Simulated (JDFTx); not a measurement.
The system is Co.

```
Co
1.0
     2.47200    0.00000    0.00000
    -1.23600    2.14081    0.00000
     0.00000    0.00000    4.02114
Co
2
Cartesian
  1.2360 0.7136 3.0159
  0.0000 1.4272 1.0053
```

Base run:

* Program: JDFTx 1.7.0 (patched build)
* Functional: PBE
* Potentials or basis: PseudoDojo-SR-PBE-0.5-standard
* Cutoff: 1306 eV
* Density cutoff: 10449 eV
* k mesh: 12 × 12 × 7
* Occupations: fermi-dirac, width 0.05 eV
* Spin: collinear spin, ferromagnetic start
* Starting moments: [2.0, 2.0] μB

Its results: band gap on the k mesh none (metal or under the smearing width); pressure 5.3 GPa; net moment 3.25 μB per cell; site moments Co +1.69 μB.

Problem. The run is repeated on the same cell with these changes: functional from PBE to PBEsol; potentials or basis from PseudoDojo-SR-PBE-0.5-standard to PseudoDojo-SR-PBEsol-0.4.1-standard with smoothed tails. What comes out?

Solution. Band gap on the k mesh none (metal or under the smearing width); pressure -5.8 GPa; net moment 3.21 μB per cell; site moments Co +1.67 μB.

Not every run made on this cell is shown here.
